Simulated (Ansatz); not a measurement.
Runs of Ansatz 0.2.0 on La. The structure is hexagonal, space group P6_3/mmc (No. 194). The conventional cell has a = 3.750 Å, b = 3.750 Å, c = 6.070 Å, α = 90.00°, β = 90.00°, γ = 120.00°. Around La (site symmetry -6m2) lie 12 La at 3.73 to 3.75 Å. This isn't the form of La at room conditions, which is double hcp.

```tsv
level	cutoff (eV)	pressure (GPa)
LDA	120	-2.8
BLYP	120	2.7
PBEsol	120	(a)
RPBE	122	2.0
revPBE	121	(b)
```

Alike in all rows: task band structure; potentials or basis all-electron LAPW, scalar-relativistic; no spin polarisation; cell as given; k mesh 8 × 8 × 5; smearing fermi-dirac 0.05 eV; basis error allowed 0.001 eV/atom.

Fill in the values left out.

(a) -1.4; (b) 1.7.

Runs at the PBE level aren't shown here.
